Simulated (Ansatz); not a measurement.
# ZnSe (Stilleite) (F-43m) in Ansatz: reference runs

Reference runs on ZnSe (Stilleite): the cell as given and a disturbed copy.

Everything below comes from runs of Ansatz 0.2.0. Logs are shortened: lines on timing, memory, paths and dates and some standing lists are left out, and cuts for length are marked.

**Experimental background.**

From “Alloy Disordering Effects on the Thermal Conductivity and Energy Gap Temperature Dependence of Cd1−xZnxSe Ternary Crystals Grown by the Bridgman Method”, 2023, pmc:10253836, for a bulk crystal of ZnSe at 300 K: band gap 2.695 ± 0.003 eV (an exciton energy, a little under the gap).

The runs below are set against these values where they give the same quantity.

## Step 1: Starting point

Symmetry: F-43m, No. 216, cubic system. Conventional cell: a = 5.668 Å, b = 5.668 Å, c = 5.668 Å, α = 90.00°, β = 90.00°, γ = 90.00°. Se (site symmetry -43m) has 4 Zn at 2.45 Å as nearest neighbours. Zn (site symmetry -43m) has 4 Se at 2.45 Å as nearest neighbours.

## Step 2: Single point, PBE

Contents of input.yaml:

```yaml
crystal:
  lattice:
    - [0.0, 2.8338, 2.8338]
    - [2.8338, 0.0, 2.8338]
    - [2.8338, 2.8338, 0.0]
  atoms:
    - { symbol: Se, position: [0.75, 0.75, 0.75] }
    - { symbol: Zn, position: [0.0, 0.0, 0.0] }
hamiltonian:
  xc: pbe
  pseudopotentials: { kind: paw }
kpoints:
  mp_grid: { grid: [8, 8, 8] }
scf:
  occupations: { method: fermi_dirac, width: 0.05 }
output:
  forces: true
  stress: true
  eigenvalues: true
  write_density: true
  write_potential: true
  elf: true
  volumetric_format: npy
```

Potentials or basis: Ansatz PAW.

Run with:

```sh
> ansatz run input.yaml --threads 1 --pin off --max-ram 2560MiB --backend cpu --events-out ev --progress --plain --runs-dir out
```

Output:

```text
Warning: RAYON_NUM_THREADS=1 ignored (pool sized by the plan → 1); use --threads N
Engine: ansatz 0.2.0, aarch64-unknown-linux-gnu
Pseudopotentials: kind: paw
Pseudopotential: Se, paw, valence charge 16, recommended cutoff 420 eV (normal), Se.paw.azcp
Pseudopotential: Zn, paw, valence charge 12, recommended cutoff 420 eV (normal), Zn.paw.azcp
Functional definition: PBE
  parameter kappa = 0.804
  parameter beta = 0.06672455060314922
  exchange = pbe_x(kappa = kappa, mu = beta*pi^2/3)
  correlation = pbe_c(beta = beta)
Crystal: 2 atoms, lattice volume = 45.513 Å³
Basis set: ecut = 420 eV, 893 PW (Γ), exchange–correlation on 54×54×54 points (8 copies of the dense FFT grid, shifted against one another)
Bands: 18, of which v1, the nominal top of the filled ones, is band 14 counted from 1 (13 counted from 0)
Symmetry: 24 space group operations
Space group: F-43m (ITA 216), of the structure as read, at distance tolerance 3.6e-5 Å
k-points: 29 of 512 (time reversal used)
Non-local potential: Se, projectors of the file, l = 0: 2, l = 1: 2, l = 2: 3, l = 3: 1
Non-local potential: Zn, projectors of the file, l = 0: 2, l = 1: 2, l = 2: 3, l = 3: 1
PAW form: soft (Blöchl's): semilocal exchange-correlation on the pseudo side does not see the compensation charge
PAW one-centre angular grid: Se, 590 points (default); XC on 64 Gauss nodes
PAW one-centre angular grid: Zn, 590 points (default); XC on 64 Gauss nodes
Initial density: superposition of atomic densities (neutral atoms: chi_scale 0, normalization atom), corrected by the library's trained network
Initial wavefunctions: pseudopotential atomic-orbital guess
Functional: x = pbe(κ = 0.804, μ = 0.2195149727645171), c = pbe(β = 0.06672455060314922)
SCF iter   1: F=—  HF=-8789.526374 eV  |F-HF|=—  |Δ(HF+E_count)|=         —  Δρ=7.92e-4  dr2=4.16e-4  ethr=1.77e-3  ⟨swp⟩=5.6  Hψ=2632  notcnv=0
preconditioner: auto → none  [insulator: Δε(μ)=1.281 eV  Ē_g=11.918 eV  σ=0.050 eV  W_gap=1.00  n_scr=14 (ndim 8)  ℏωp=23.4 eV  f_vac=0.121  D(μ)=0.00/eV (n_scr^D=0)  ε∞_Penn≈4.8]
SCF iter   2: F=—  HF=-8789.526240 eV  |F-HF|=—  |Δ(HF+E_count)|=   1.34e-4  Δρ=3.58e-4  dr2=3.21e-5  ethr=1.49e-6  ⟨swp⟩=2.0  Hψ=1149  notcnv=0
SCF iter   3: F=—  HF=-8789.526260 eV  |F-HF|=—  |Δ(HF+E_count)|=   1.93e-5  Δρ=1.70e-4  dr2=7.06e-6  ethr=1.15e-7  ⟨swp⟩=2.0  Hψ=821  notcnv=0
SCF iter   4: F=—  HF=-8789.526260 eV  |F-HF|=—  |Δ(HF+E_count)|=   1.74e-7  Δρ=7.72e-5  dr2=1.06e-6  ethr=2.52e-8  ⟨swp⟩=2.0  Hψ=754  notcnv=0
SCF iter   5: F=—  HF=-8789.526263 eV  |F-HF|=—  |Δ(HF+E_count)|=   3.54e-6  Δρ=1.71e-5  dr2=1.99e-7  ethr=3.78e-9  ⟨swp⟩=2.0  Hψ=928  notcnv=0
SCF iter   6: F=-8789.526263 eV  HF=-8789.526263 eV  |F-HF|=7.24e-9  |Δ(HF+E_count)|=   2.10e-9  Δρ=4.31e-6  dr2=7.23e-9  ethr=3.57e-10  ⟨swp⟩=8.9  Hψ=4231  notcnv=0
SCF 1 converged in 6 iterations: F = -8789.526263 eV  dr2 = 7.23e-9
SCF converged after 6 iterations
Free energy (F): -8789.526263 eV
Harris-Foulkes:  -8789.526263 eV  (|F-HF|=7.24e-9)
Internal energy: -8789.526263 eV  (E = F + TS)
E sigma→0 (E₀):  -8789.526263 eV
Entropy (-TS):   -0.000000 eV (-0.000 meV/atom)
Fermi energy:    7.457053 eV
--- Per-component energies (eV) ---
  E_band       = -381.436698
  E_kinetic    = 250.143434
  E_local      = -4390.918531  (includes V_loc(G=0)·N_el)
  E_nonlocal   = 18.352512
  E_hartree    = 2034.686608
  E_xc         = -241.517748
  E_vxc        = -150.310810  (∫ρ·V_xc dr)
  E_paw        = -3739.328803  (= ΣΔE_a)
  E_vpaw       = -178.076113  (= ΣTr[D̂ρ^β])
  E_aug_tail   = -0.000889  (compensation charges beyond the density's cutoff)
  E_ewald      = -2720.942845
  E_smearing   = -0.000000  (= −TS)
  E_closure    = -0.000000  (closes the sum)
  Σ components = -8789.526263   (vs F -8789.526263, Δ=0.00e0)
--- Forces (eV/Å), atoms counted from 1 ---
  atom   1  Se     0.00000000    -0.00000000    -0.00000000
  atom   2  Zn    -0.00000000     0.00000000     0.00000000
  max |Σ_I F_I| component: 1.30e-16 eV/Å
--- Stress (GPa, compression-positive) ---
        2.103975      -0.000000      -0.000000
       -0.000000       2.103975       0.000000
       -0.000000       0.000000       2.103975
  P = ⅓ Tr σ = 2.1040 GPa (21.040 kbar)
--- Band table (eV; the first three rows and the last of 29) ---
  k-point 0: bands = ["-40.0717", "-40.0717", "-40.0717", "-40.0673", "-40.0673", "-6.4838", "0.2398", "0.2398", "0.2398", "0.6112", "0.6112", "6.7785", "6.7785", "6.7785", "8.0666", "12.5892", "12.5892", "12.5892"]
  k-point 1: bands = ["-40.0717", "-40.0717", "-40.0717", "-40.0673", "-40.0673", "-6.3832", "0.2468", "0.2557", "0.2557", "0.6098", "0.6098", "5.4625", "6.6266", "6.6266", "9.0520", "12.5288", "12.8428", "12.8428"]
  k-point 2: bands = ["-40.0717", "-40.0716", "-40.0716", "-40.0673", "-40.0673", "-6.1218", "0.2906", "0.2906", "0.3021", "0.6112", "0.6112", "3.7350", "6.3020", "6.3020", "9.5268", "13.2210", "13.2210", "13.3433"]
  k-point 28: bands = ["-40.0717", "-40.0716", "-40.0714", "-40.0673", "-40.0672", "-5.4219", "0.3574", "0.4476", "0.5782", "0.5812", "0.9107", "2.0961", "4.0184", "4.1172", "12.2611", "12.3314", "13.7486", "14.4919"]
```

rho_z.tsv:

```text
# z_ang	rho[e/angstrom^3]
# format = ansatz-planar-average/11
# lattice	0.000000000	2.833800000	2.833800000
# lattice	2.833800000	0.000000000	2.833800000
# lattice	2.833800000	2.833800000	0.000000000
# sites	2
# site	34	4.250700000	4.250700000	4.250700000
# site	30	0.000000000	0.000000000	0.000000000
0.000000	1.295018e0
0.148430	1.115931e0
0.296859	7.767225e-1
0.445289	4.720050e-1
0.593718	2.829927e-1
0.742148	1.835482e-1
[... 19 lines left out ...]
3.710739	9.873821e-1
3.859169	1.207669e0
```

It took 3.8 s on 1 thread of Arm Neoverse V1, shared host; peak memory 0.32 GiB.

What came out:

```yaml
Free_energy: -8789.5263 eV
Pressure: 2.1 GPa
Band_gap_on_the_k_mesh: 1.29 eV, direct
```

## Step 3: Single point, PBE (atoms moved at random, drawn with an rms of 0.05 Å)

Contents of input.yaml:

```yaml
crystal:
  lattice:
    - [0.0, 2.8338, 2.8338]
    - [2.8338, 0.0, 2.8338]
    - [2.8338, 2.8338, 0.0]
  atoms:
    - { symbol: Se, position: [0.749229, 0.752418, 0.748792] }
    - { symbol: Zn, position: [-0.009201, -0.008646, 0.007868] }
hamiltonian:
  xc: pbe
  pseudopotentials: { kind: paw }
kpoints:
  mp_grid: { grid: [8, 8, 8] }
scf:
  occupations: { method: fermi_dirac, width: 0.05 }
output:
  forces: true
  stress: true
  eigenvalues: true
```

Potentials or basis: Ansatz PAW.

Run with:

```sh
> ansatz run input.yaml --threads 1 --pin off --max-ram 2560MiB --backend cpu --events-out ev --progress --plain --runs-dir out
```

Run time: 18 s. Hardware: 1 thread of Arm Neoverse V1, shared host; peak memory 0.49 GiB.

It converged, with:

```yaml
Free_energy: -8789.5176 eV
Pressure: 2.2 GPa
Largest_force: 0.310 eV/Å
Band_gap_on_the_k_mesh: 1.23 eV, direct
```

Forces on the atoms (eV/Å):
```
Se  -0.030  0.004 -0.309
Zn   0.030 -0.004  0.309
```

Stress tensor (GPa, compression positive):
```
 2.21  1.11 -0.02
 1.11  2.22  0.11
-0.02  0.11  2.13
```

Levels at points of the mesh, in eV from the valence-band top:
| k point | band 12 | band 13 | band 14 | band 15 | band 16 | band 17 |
| --- | --- | --- | --- | --- | --- | --- |
| (0.00, 0.00, 0.00) | -0.13 | -0.05 | 0.00 | 1.23 | 5.72 | 5.75 |
| (0.00, 0.00, -0.50) | -5.35 | -1.01 | -0.85 | 2.54 | 6.23 | 6.51 |
| (0.00, -0.50, 0.00) | -5.19 | -0.99 | -0.84 | 2.43 | 6.17 | 6.42 |
| (0.00, -0.50, -0.50) | -4.81 | -2.24 | -2.23 | 2.93 | 3.41 | 10.67 |
| (-0.50, 0.00, 0.00) | -5.22 | -1.00 | -0.83 | 2.44 | 6.16 | 6.44 |
| (-0.50, 0.00, -0.50) | -4.81 | -2.24 | -2.23 | 2.93 | 3.41 | 10.67 |
| (-0.50, -0.50, 0.00) | -4.80 | -2.27 | -2.21 | 2.90 | 3.43 | 10.66 |
| (-0.50, -0.50, -0.50) | -5.36 | -1.01 | -0.86 | 2.55 | 6.24 | 6.50 |

## Step 4: Comparison with measurements

Step 2. A measured gap of ZnSe is 2.695 eV (an exciton energy, a little under the gap; 300 K; “Alloy Disordering Effects on the Thermal Conductivity and Energy Gap Temperature Dependence of Cd1−xZnxSe Ternary Crystals Grown by the Bridgman Method”, 2023, pmc:10253836); the calculated 1.29 eV misses it by -1.41 eV. So large a miss can be the level of theory's own, or it may mean another phase, state or a wrong row. Spin-orbit coupling on Se is left out. The value is that of PBE, without temperature or zero-point motion. Semilocal functionals fall short of measured gaps as a rule.
